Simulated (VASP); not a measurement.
# KCl (P-1) in VASP: notebook

Aim: see how the results for KCl move with the level of theory and the settings. Levels: PBE, PBE+D3(BJ). Tasks: single point.

Everything below comes from runs of VASP 6.6.1. Logs are shortened: lines on timing, memory, paths and dates and some standing lists are left out, and cuts for length are marked.

### Step 1. The cell of the first run

The typed cell holds 2 atoms: a = 3.895 Å, b = 3.814 Å, c = 3.811 Å, α = 90.88°, β = 90.61°, γ = 88.59°.

The cell comes from a database or a generator and needn't be the stable form of this composition.

### Step 2. Single point, PBE (cell strained at random at fixed volume)

Contents of INCAR:

```
ALGO     = Fast           # electronic algorithm
EDIFF    = 1E-6           # SCF threshold, eV
ENCUT    = 520            # plane-wave cutoff, eV
GGA      = PE             # functional
ISIF     = 2              # what is computed and relaxed
ISMEAR   = -1             # smearing method
LASPH    = T              # aspherical terms in the spheres
LCHARG   = F              # write CHGCAR
LREAL    = F              # projectors in reciprocal space
LWAVE    = F              # write WAVECAR
NBANDS   = 15             # bands
NELM     = 100            # most SCF steps
PREC     = Accurate       # precision mode
SIGMA    = 0.03           # smearing width, eV
```

Contents of KPOINTS:

```
k-points
0
Gamma
  4 4 4
```

Contents of POSCAR:

```
KCl
1.0
    3.8947680000      0.0473200000     -0.0203170000
    0.0473200000      3.8132020000     -0.0291810000
   -0.0203170000     -0.0291810000      3.8111140000
K Cl
1 1
Direct
    0.0000000000      0.0000000000      0.0000000000
    0.5000000000      0.5000000000      0.5000000000
```

Potentials or basis: VASP PAW PBE potentials, release 64 (K_sv, Cl).

Run with:

```console
$ cat potpaw_PBE.64/K_sv/POTCAR potpaw_PBE.64/Cl/POTCAR > POTCAR
$ mpirun -np 1 vasp_std > vasp.out
```

OUTCAR:

```text
EDIFF = 1E-6
   ENCUT = 520
   GGA = PE
   ISIF = 2
   ISMEAR = -1
   LASPH = T
   LREAL = F
   NELM = 100
   PREC = Accurate

 ion  position               nearest neighbor table
   1  0.000  0.000  0.000-
   2  0.500  0.500  0.500-

  LATTYP: Found a triclinic cell.
 ALAT       =     3.8136072433
 B/A-ratio  =     1.4117220711
 C/A-ratio  =     0.9993897182
 COS(alpha) =     0.0031924238
 COS(beta)  =     0.0153732921
 COS(gamma) =     0.6905609144

  Lattice vectors:

 A1 = (  -0.0473200000,  -3.8132020000,   0.0291810000)
 A2 = (   3.8474480000,  -3.7658820000,   0.0088640000)
 A3 = (  -0.0203170000,  -0.0291810000,   3.8111140000)

Analysis of symmetry for initial positions (statically):
=====================================================================
 Subroutine PRICEL returns:
 Original cell was already a primitive cell.

 Routine SETGRP: Setting up the symmetry group for a
 triclinic supercell.

 Subroutine GETGRP returns: Found  2 space group operations
 (whereof  2 operations were pure point group operations)
 out of a pool of  2 trial point group operations.

The static configuration has the point symmetry S_2 .

Analysis of symmetry for dynamics (positions and initial velocities):
=====================================================================
 Subroutine PRICEL returns:
 Original cell was already a primitive cell.

 Routine SETGRP: Setting up the symmetry group for a
 triclinic supercell.

 Subroutine GETGRP returns: Found  2 space group operations
 (whereof  2 operations were pure point group operations)
 out of a pool of  2 trial point group operations.

The dynamic configuration has the point symmetry S_2 .

 Subroutine INISYM returns: Found  2 space group operations
 (whereof  2 operations are pure point group operations),
 and found     1 'primitive' translations

----------------------------------------------------------------------------------------

                                     Primitive cell

  volume of cell :      56.5875

  direct lattice vectors                    reciprocal lattice vectors
     3.894768000  0.047320000 -0.020317000     0.256800310 -0.003176478  0.001344677
     0.047320000  3.813202000 -0.029181000    -0.003176478  0.262301453  0.001991460
    -0.020317000 -0.029181000  3.811114000     0.001344677  0.001991460  0.262412888

  length of vectors
     3.895108437  3.813607243  3.811279868     0.256823475  0.262328245  0.262423890

  position of ions in fractional coordinates (direct lattice)
     0.000000000  0.000000000  0.000000000
     0.500000000  0.500000000  0.500000000

  ion indices of the primitive-cell ions
   primitive index   ion index
                 1           1
                 2           2

----------------------------------------------------------------------------------------

 KPOINTS: k-points

Automatic generation of k-mesh.
 Grid dimensions read from file:
 generate k-points for:    4    4    4

 Generating k-lattice:

  Cartesian coordinates                     Fractional coordinates (reciprocal lattice)
     0.064200078 -0.000794119  0.000336169     0.250000000 -0.000000000  0.000000000
    -0.000794119  0.065575363  0.000497865    -0.000000000  0.250000000  0.000000000
     0.000336169  0.000497865  0.065603222     0.000000000  0.000000000  0.250000000

  Length of vectors
     0.064205869  0.065582061  0.065605973

  Shift w.r.t. Gamma in fractional coordinates (k-lattice)
     0.000000000  0.000000000  0.000000000

 Subroutine IBZKPT returns following result:
 ===========================================

 Found     36 irreducible k-points:

 Following reciprocal coordinates:
            Coordinates               Weight
  0.000000  0.000000  0.000000      1.000000
  0.250000 -0.000000 -0.000000      2.000000
  0.500000 -0.000000 -0.000000      1.000000
 -0.000000  0.250000 -0.000000      2.000000
  0.250000  0.250000 -0.000000      2.000000
  0.500000  0.250000 -0.000000      2.000000
[... 16 lines left out ...]
 -0.000000 -0.250000  0.250000      2.000000
  0.250000 -0.250000  0.250000      2.000000
 [... further k-points ...]
   k-points           NKPTS =     36   k-points in BZ     NKDIM =     36   number of bands    NBANDS=     15
   number of dos      NEDOS =    301   number of ions     NIONS =      2
   total plane-waves  NPLWV =  23520
   dimension x,y,z NGX =    30 NGY =   28 NGZ =   28
   dimension x,y,z NGXF=    60 NGYF=   56 NGZF=   56
   ions per type =               1   1
   NGX,Y,Z   is equivalent  to a cutoff of  12.80, 12.21, 12.21 a.u.
   NGXF,Y,Z  is equivalent  to a cutoff of  25.61, 24.41, 24.43 a.u.
 SYSTEM =  unknown system
   PREC   = accura    normal or accurate (medium, high low for compatibility)
   ISTART =      0    job   : 0-new  1-cont  2-samecut
   ICHARG =      2    charge: 1-file 2-atom 10-const
   ISPIN  =      1    spin polarized calculation?
   LNONCOLLINEAR =      F non collinear calculations
   LSORBIT =      F    spin-orbit coupling
   LASPH  =      T    aspherical Exc in radial PAW
   ENCUT  =  520.0 eV  38.22 Ry    6.18 a.u.   7.24  7.09  7.09*2*pi/ulx,y,z
   NELM   =    100;   NELMIN=  2; NELMDL= -5     # of ELM steps
   EDIFF  = 0.1E-05   stopping-criterion for ELM
   LREAL  =      F    real-space projection
   EDIFFG = 0.1E-04   stopping-criterion for IOM
   NSW    =      0    number of steps for IOM
   IBRION =     -1    ionic relax: 0-MD 1-quasi-New 2-CG
   NFREE  =      0    steps in history (QN), initial steepest desc. (CG)
   ISIF   =      2    stress and relaxation
   ISYM   =      2    0-nonsym 1-usesym 2-fastsym
   POTIM  = 0.5000    time-step for ionic-motion
   TEBEG  =    0.0;   TEEND  =   0.0 temperature during run
   PSTRESS=    0.0 pullay stress
   NELECT =      16.0000    total number of electrons
   NUPDOWN=      -1.0000    fix difference up-down
   EMIN   =  10.00;   EMAX   =-10.00  energy-range for DOS
   EFERMI =   0.00;   METHOD = LEGACY
   ISMEAR =    -1;   SIGMA  =   0.03  broadening in eV -4-tet -1-fermi 0-gaus
   EFERMI_NEDOS =   21; number of points for ismear=-14 and -15
   IALGO  =     68    algorithm
   IMIX   =      4    mixing-type and parameters
     AMIX     =   0.40;   BMIX     =  1.00
     AMIX_MAG =   1.60;   BMIX_MAG =  1.00
  volume/ion in A,a.u.               =      28.29       190.94
  Fermi-wavevector in a.u.,A,eV,Ry     =   1.074504  2.030518 15.708717  1.154558
  Thomas-Fermi vector in A             =   2.210334
   LORBIT       =      0    0 simple, 1 ext, 2 COOP (PROOUT), +10 PAW based schemes
   GGA     = PE    functional components
   LHFCALC =     F    Hartree Fock is set to
   AEXX    =    0.0000 exact exchange contribution
   IVDW    =     0    specifies the selected vdW correction
   LEPSILON=     F    determine dielectric tensor
   LRPA    =     F    only Hartree local field effects (RPA)
 non-spin polarized calculation
 RMM-DIIS sequential band-by-band and
  energy-cutoff  :      520.00
  volume of cell :       56.59
 maximum number of plane-waves:      1542
 NGX is ok and might be reduce to    30
   NGX = 15   NGY = 15   NGZ = 15

 number of electron      16.0000005 magnetization

 Free energy of the ion-electron system (eV)
  ---------------------------------------------------
  ext. energy  EPLUGINS =         0.00000000
  ---------------------------------------------------
  free energy    TOTEN  =        -6.65040344 eV

  energy without entropy =       -6.65040344  energy(sigma->0) =       -6.65040344

 E-fermi :  -0.0653     XC(G=0):  -8.0700

 val. band max:       -0.7974651924   @ k =   0.5000   0.5000  -0.0000
 cond. band min:       3.9597492233   @ k =   0.0000   0.0000   0.0000
 fundamental gap:      4.7572144157
 Fermi energy:        -0.0653322412

 k-point     1 :       0.0000    0.0000    0.0000
  band No.  band energies     occupation
      1     -28.8983      2.00000
      2     -13.3958      2.00000
      3     -12.2900      2.00000
      4     -12.2821      2.00000
      5     -12.2816      2.00000
      6      -1.1084      2.00000
      7      -1.0033      2.00000
      8      -0.9836      2.00000
      9       3.9597      0.00000
     10       5.7016      0.00000
     11       5.7799      0.00000
     12       9.7047      0.00000
     13       9.7625      0.00000
     14       9.9358      0.00000
     15      12.8448      0.00000

 k-point     2 :       0.2500   -0.0000   -0.0000
  band No.  band energies     occupation
      1     -28.8902      2.00000
      2     -13.4935      2.00000
      3     -12.2709      2.00000
      4     -12.2681      2.00000
      5     -12.1986      2.00000
      6      -1.9379      2.00000
      7      -1.0190      2.00000
      8      -0.9880      2.00000
      9       5.1765      0.00000
     10       6.2485      0.00000
     11       6.6937      0.00000
     12       9.6573      0.00000
     13       9.6672      0.00000
     14      10.1408      0.00000
     15      10.9660      0.00000

 k-point     3 :       0.5000   -0.0000   -0.0000
  band No.  band energies     occupation
      1     -28.8821      2.00000
      2     -13.5872      2.00000
      3     -12.2590      2.00000
      4     -12.2546      2.00000
      5     -12.1062      2.00000
      6      -2.5808      2.00000
      7      -1.0355      2.00000
      8      -0.9921      2.00000
      9       6.8687      0.00000
     10       7.0407      0.00000
     11       7.2999      0.00000
     12       9.3336      0.00000
     13       9.6875      0.00000
     14       9.7961      0.00000
     15      10.4411      0.00000
[... 343 lines left out ...]
 k-point    23 :      -0.0000   -0.2500    0.2500
  band No.  band energies     occupation
      1     -28.8783      2.00000
      2     -13.4157      2.00000
      3     -12.3961      2.00000
      4     -12.2616      2.00000
      5     -12.2002      2.00000
      6      -1.8517      2.00000
      7      -1.5733      2.00000
      8      -1.0535      2.00000
      9       5.8347      0.00000
     10       6.5275      0.00000
     11       7.6043      0.00000
     12       8.7317      0.00000
     13       9.0471      0.00000
     14       9.7439      0.00000
     15      11.1699      0.00000

 k-point    24 :       0.2500   -0.2500    0.2500
  band No.  band energies     occupation
      1     -28.8707      2.00000
      2     -13.3441      2.00000
      3     -12.3785      2.00000
      4     -12.3766      2.00000
      5     -12.2042      2.00000
      6      -1.7309      2.00000
      7      -1.6171      2.00000
      8      -1.6027      2.00000
      9       6.7229      0.00000
     10       7.4244      0.00000
     11       7.5439      0.00000
     12       8.2170      0.00000
     13       8.6803      0.00000
     14       8.8113      0.00000
     15      12.5575      0.00000

 [... further k-points ...]

------------------------ aborting loop because EDIFF is reached ----------------------------------------

  FORCE on cell =-STRESS in cart. coord.  units (eV):
  Direction    XX          YY          ZZ          XY          YZ          ZX
  --------------------------------------------------------------------------------------
  -------------------------------------------------------------------------------------
  Total       -0.2183813      0.1033823      0.1122686     -0.0338724      0.0165536      0.0085764
  in kB       -6.1830852      2.9270896      3.1786887     -0.9590381      0.4686861      0.2428270
  external PRESSURE =      -0.0257690 kB  Pullay stress =       0.0000000 kB

 VOLUME and BASIS-vectors are now :
 -----------------------------------------------------------------------------
  energy-cutoff  :      520.00
  volume of cell :       56.59
      direct lattice vectors                 reciprocal lattice vectors
     3.894768000  0.047320000 -0.020317000     0.256800310 -0.003176478  0.001344677
     0.047320000  3.813202000 -0.029181000    -0.003176478  0.262301453  0.001991460
    -0.020317000 -0.029181000  3.811114000     0.001344677  0.001991460  0.262412888

 POSITION                                       TOTAL-FORCE (eV/Angst)
 -----------------------------------------------------------------------------------
      0.00000      0.00000      0.00000        -0.000000     -0.000000      0.000000
      1.96089      1.91567      1.88081         0.000000      0.000000      0.000000
 -----------------------------------------------------------------------------------
    total drift:                                0.000000      0.000000     -0.000000

  FREE ENERGIE OF THE ION-ELECTRON SYSTEM (eV)
  ---------------------------------------------------
  free  energy   TOTEN  =        -6.6504034394 eV

  energy  without entropy=       -6.6504034394  energy(sigma->0) =       -6.65040344
```

Wall time 18 s (1 thread of Intel Xeon Platinum 8559C (Emerald Rapids), shared host); peak memory 0.17 GiB.

What came out:

```yaml
Free_energy: -6.6504 eV
Pressure: 0.0 GPa
Band_gap_on_the_k_mesh: 4.76 eV, indirect (least direct gap 4.94 eV)
```

### Step 3. Single point, PBE+D3(BJ) (cell strained at random at fixed volume)

Contents of INCAR:

```
SYSTEM = KCl
ALGO = Fast ; EDIFF = 1E-6
ENCUT = 520 ; GGA = PE
ISIF = 2 ; ISMEAR = 0
IVDW = 12 ; LASPH = .TRUE.
LCHARG = .FALSE. ; LREAL = .FALSE.
LWAVE = .FALSE. ; NBANDS = 15
NELM = 100 ; PREC = Accurate
SIGMA = 0.01
```

Contents of KPOINTS:

```
k-points
0
G
  7 7 7
  0 0 0
```

POSCAR is that of step 2.

Potentials or basis: VASP PAW PBE potentials, release 64 (K_sv, Cl).

Run with:

```console
$ cat potpaw_PBE.64/K_sv/POTCAR potpaw_PBE.64/Cl/POTCAR > POTCAR
$ mpirun -np 1 vasp_std > vasp.out
```

Wall time 69 s (1 thread of Intel Xeon Platinum 8559C (Emerald Rapids), shared host); peak memory 0.26 GiB.

The run converged. Its results:

```
Free energy                : -7.0895 eV
Pressure                   : -1.2 GPa
Band gap on the k mesh     : 4.78 eV, indirect (least direct gap 4.95 eV)
Dispersion energy per atom : -0.219 eV
```

Stress tensor (GPa, compression positive):
```
-1.82 -0.10  0.03
-0.10 -0.92  0.05
 0.03  0.05 -0.90
```

Levels at points of the mesh, in eV from the valence-band top:
```csv
k point,band 6,band 7,band 8,band 9,band 10,band 11
"(0.00, 0.00, 0.00)",-0.29,-0.19,-0.17,4.78,6.52,6.60
```

Caveat: an odd mesh through Γ misses points on the zone boundary, where band edges often lie.
